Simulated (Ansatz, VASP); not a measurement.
# Two plane-wave programs on SrO

Contents of POSCAR:

```
SrO
1.0
    0.1739462916      2.8263335547      2.8263335547
    2.8263335547      0.1739462916      2.8263335547
    2.8263335547      2.8263335547      0.1739462916
Sr O
1 1
Direct
    0.0053923474      0.0053923474      0.0053923474
    0.2446076526      0.2446076526      0.2446076526
```

File INCAR.step1:

```
SYSTEM = SrO
PREC = Accurate ; ENCUT = 520
EDIFF = 1E-5 ; ISMEAR = 0
SIGMA = 0.01 ; LREAL = .FALSE.
LASPH = .TRUE. ; NELM = 60
ALGO = Normal ; ISIF = 2
LWAVE = .TRUE. ; LCHARG = .FALSE.
GGA = PE ; NBANDS = 15
```

INCAR.step2

```
SYSTEM = SrO
PREC = Accurate ; ENCUT = 520
EDIFF = 1E-6 ; ISMEAR = 0
SIGMA = 0.01 ; LREAL = .FALSE.
LASPH = .TRUE. ; NELM = 60
ALGO = Normal ; ISIF = 2
LWAVE = .FALSE. ; LCHARG = .FALSE.
GGA = PE ; LHFCALC = .TRUE.
HFSCREEN = 0.2079 ; PRECFOCK = Normal
ISTART = 1 ; NBANDS = 15
```

Contents of KPOINTS:

```
regular mesh
0
G
  6 6 6
  0 0 0
```

Input for Ansatz:

```yaml
crystal:
  lattice:
    - [0.1739462916, 2.8263335547, 2.8263335547]
    - [2.8263335547, 0.1739462916, 2.8263335547]
    - [2.8263335547, 2.8263335547, 0.1739462916]
  atoms:
    - { symbol: Sr, position: [0.0053923474, 0.0053923474, 0.0053923474] }
    - { symbol: O, position: [0.2446076526, 0.2446076526, 0.2446076526] }
kpoints:
  mp_grid: { grid: [6, 6, 6] }
  band_path:
    path:
      - [0.0, 0.0, 0.0]
      - [-0.5, -0.5, 0.0]
      - [-0.375, -0.375, 0.25]
      - [-0.375, 0.0, 0.375]
      - [0.0, 0.0, 0.5]
      - [-0.5, -0.25, 0.25]
    npoints: 1
hamiltonian:
  xc: hse06
scf:
  occupations: { method: fixed }
  n_extra_bands: 4
output:
  forces: true
  stress: true
  eigenvalues: true
```

Change from the starting cell: epitaxial_111 strain -5.0%.

Alike in both runs: task single point; functional HSE06; k mesh 6 × 6 × 6; no spin polarisation.

|  | VASP | Ansatz |
| --- | --- | --- |
| version | VASP 6.6.1 | Ansatz 0.2.0 |
| potentials or method | VASP PAW PBE potentials, release 64 (Sr_sv, O) | plane waves, PAW |
| plane-wave cutoff (eV) | 520 | 420 |
| occupations | gaussian, width 0.01 eV | fixed |
| valence electrons in the cell | 16 | 16 |

|  | VASP | Ansatz | Ansatz less VASP |
| --- | --- | --- | --- |
| gap on the k mesh at the Fermi level (eV) | 4.01 | 4.01 | -0.005 |
| pressure (GPa) | 4.1 | 3.5 | -0.59 |
| largest component of the traceless stress (GPa) | 2.06 | 2.05 | -0.010 |
| rms of the force components (eV/Å) | 0.010 | 0.021 | +0.0110 |

Atom by atom the forces differ by 0.011 eV/Å (rms over components). Ansatz warned: «stress_exchange_threshold_loose».

Caveats: the PAW data sets were made with another functional, which shifts forces and pressure a little (VASP). A k mesh can miss the band edges.
